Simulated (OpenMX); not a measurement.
# Mn in OpenMX: convergence with VNA

Crystal: Mn.

```
Mn
1.0
     2.48365    0.00000    0.00000
    -1.24182    2.15090    0.00000
     0.00000    0.00000    4.02620
Mn
2
Direct
  0.33687 0.65460 0.25625
  0.68960 0.32735 0.75165
```

This isn't the form of Mn at room conditions, which is a 58-atom cubic cell.

The cell isn't the ideal one: atoms moved at random, drawn with an rms of 0.05 Å.

- Program: OpenMX 3.8.5
- Task: convergence study
- Functional: LDA
- Potentials or basis: OpenMX 2013 LDA set, Mn6.0-s2p2d1, grid cutoff 400 Ry
- k mesh: 9 × 9 × 5
- Occupations: fermi-dirac, width 0.05 eV
- Spin: collinear spin, ferromagnetic start
- Starting moments: [4.0, 4.0] μB

These are the settings of the first run; the series varies VNA, with any setting tied to it.

Hardware: 1 thread of Intel(R) Xeon(R) Platinum 8259CL CPU @ 2.50GHz (Skylake/Cascade Lake) (shared host).

Question: The values tried are 1 3, 2 4, 3 6, 4 8, 5 10, 6 12, 6 16, loosest first. From which on does the largest force stay within 0.005 eV/Å of the tightest run that finished?

Answer: From 6 12 on.

```
 VNA  energy less the tightest run, at zero smearing (meV/atom)  pressure (GPa)  largest force (eV/Å)  SCF cycles  CPU time (s)  peak memory (GiB)
 1 3                                                     389.48            7.72                 0.154          36           150               0.33
 2 4                                                       6.79           -7.56                 0.186          38           160               0.33
 3 6                                                     -62.45           -6.13                 0.195          37           160               0.34
 4 8                                                     -40.83           -5.97                 0.167          38           160               0.35
5 10                                                     -22.30           -5.33                 0.164          37           190               0.38
6 12                                                       5.60           -3.41                 0.158          38           190               0.38
6 16                                                       0.00           -3.15                 0.158          38           210               0.43
```

Not settled before the last step: the energy (to 1 meV/atom), the pressure (to 0.1 GPa). The tightest run that finished is the yardstick and may itself not be fully converged.

Caveat, for the tightest run too: the transition metal has a single d function, too few for pressures, volumes and moments; the starting moments collapsed, and a magnetic state may lie lower; the basis of atomic orbitals isn't converged, which shifts pressures, moduli and gaps.
